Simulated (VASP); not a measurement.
Here is a VASP 6.6.1 calculation.

File POSCAR:

```
TiO
1.0
    3.0310000000      0.0000000000      0.0000000000
   -1.5155000000      2.6249229989      0.0000000000
    0.0000000000      0.0000000000      3.2377000000
Ti O
1 1
Cartesian
    1.5155000002      0.8749743329      0.0000000000
    0.0000000000      0.0000000000      1.6188500000
```

File INCAR.step1:

```
ALGO = Normal
EDIFF = 1E-5
ENCUT = 520
GGA = PE
ISIF = 2
ISMEAR = 0
LASPH = T
LCHARG = F
LMAXMIX = 4
LREAL = F
LWAVE = T
NBANDS = 16
NELM = 60
PREC = Accurate
SIGMA = 0.05
```

Contents of INCAR.step2:

```
ALGO = Normal
EDIFF = 1E-6
ENCUT = 520
GGA = PE
HFSCREEN = 0.2
ISIF = 2
ISMEAR = 0
ISTART = 1
IVDW = 13
LASPH = T
LCHARG = F
LHFCALC = T
LMAXMIX = 4
LREAL = F
LWAVE = F
NBANDS = 16
NELM = 60
PREC = Accurate
PRECFOCK = Fast
SIGMA = 0.05
```

The input KPOINTS:

```
k-points
0
Gamma
  5 5 4
```

File KPOINTS_OPT:

```
path GMKGALHA,LM,KH
8
line-mode
reciprocal
 0.0000000000  0.0000000000  0.0000000000  G
 0.5000000000  0.0000000000  0.0000000000  M

 0.5000000000  0.0000000000  0.0000000000  M
 0.3333333333  0.3333333333  0.0000000000  K

 0.3333333333  0.3333333333  0.0000000000  K
 0.0000000000  0.0000000000  0.0000000000  G

 0.0000000000  0.0000000000  0.0000000000  G
 0.0000000000  0.0000000000  0.5000000000  A

 0.0000000000  0.0000000000  0.5000000000  A
 0.5000000000  0.0000000000  0.5000000000  L

 0.5000000000  0.0000000000  0.5000000000  L
 0.3333333333  0.3333333333  0.5000000000  H

 0.3333333333  0.3333333333  0.5000000000  H
 0.0000000000  0.0000000000  0.5000000000  A

 0.5000000000  0.0000000000  0.5000000000  L
 0.5000000000  0.0000000000  0.0000000000  M

 0.3333333333  0.3333333333  0.0000000000  K
 0.3333333333  0.3333333333  0.5000000000  H
```

Potentials or basis: VASP PAW PBE potentials, release 64 (Ti_sv, O).

Run with:

```bash
$ cat potpaw_PBE.64/Ti_sv/POTCAR potpaw_PBE.64/O/POTCAR > POTCAR
$ cp INCAR.step1 INCAR
$ mpirun -np 1 vasp_std > vasp.out
$ cp INCAR.step2 INCAR
$ mpirun -np 1 vasp_std > vasp.out
```

Problem. Estimate the band gap on the k mesh.

Solution. 0.55 eV, direct.

Problem. Predict the band gap along the path.

Solution. 0.55 eV, direct.

Levels at the corners of the path, in eV from the valence-band top:
| point | band 7 | band 8 | band 9 | band 10 | band 11 | band 12 |
| --- | --- | --- | --- | --- | --- | --- |
| Γ | -4.57 | -4.57 | -2.90 | 1.28 | 1.64 | 1.64 |
| M | -5.74 | -4.63 | -1.91 | 2.12 | 2.28 | 2.92 |
| M | -5.74 | -4.63 | -1.91 | 2.12 | 2.28 | 2.92 |
| K | -6.43 | -5.72 | -0.07 | 1.17 | 1.35 | 1.35 |
| K | -6.43 | -5.72 | -0.07 | 1.17 | 1.35 | 1.35 |
| Γ | -4.57 | -4.57 | -2.90 | 1.28 | 1.64 | 1.64 |
| Γ | -4.57 | -4.57 | -2.90 | 1.28 | 1.64 | 1.64 |
| A | -4.28 | -4.28 | 0.00 | 0.55 | 0.55 | 2.72 |
| A | -4.28 | -4.28 | 0.00 | 0.55 | 0.55 | 2.72 |
| L | -6.94 | -5.31 | -1.11 | 2.06 | 2.48 | 2.87 |
| L | -6.94 | -5.31 | -1.11 | 2.06 | 2.48 | 2.87 |
| H | -6.84 | -5.81 | -0.54 | 2.22 | 2.27 | 2.93 |
| H | -6.84 | -5.81 | -0.54 | 2.22 | 2.27 | 2.93 |
| A | -4.28 | -4.28 | 0.00 | 0.55 | 0.55 | 2.72 |
| L | -6.94 | -5.31 | -1.11 | 2.06 | 2.48 | 2.87 |
| M | -5.74 | -4.63 | -1.91 | 2.12 | 2.28 | 2.92 |
| K | -6.43 | -5.72 | -0.07 | 1.17 | 1.35 | 1.35 |
| H | -6.84 | -5.81 | -0.54 | 2.22 | 2.27 | 2.93 |

Caveat: the k mesh is coarse (spacing up to 0.49 Å⁻¹), so the values aren't converged, least of all with exact exchange.
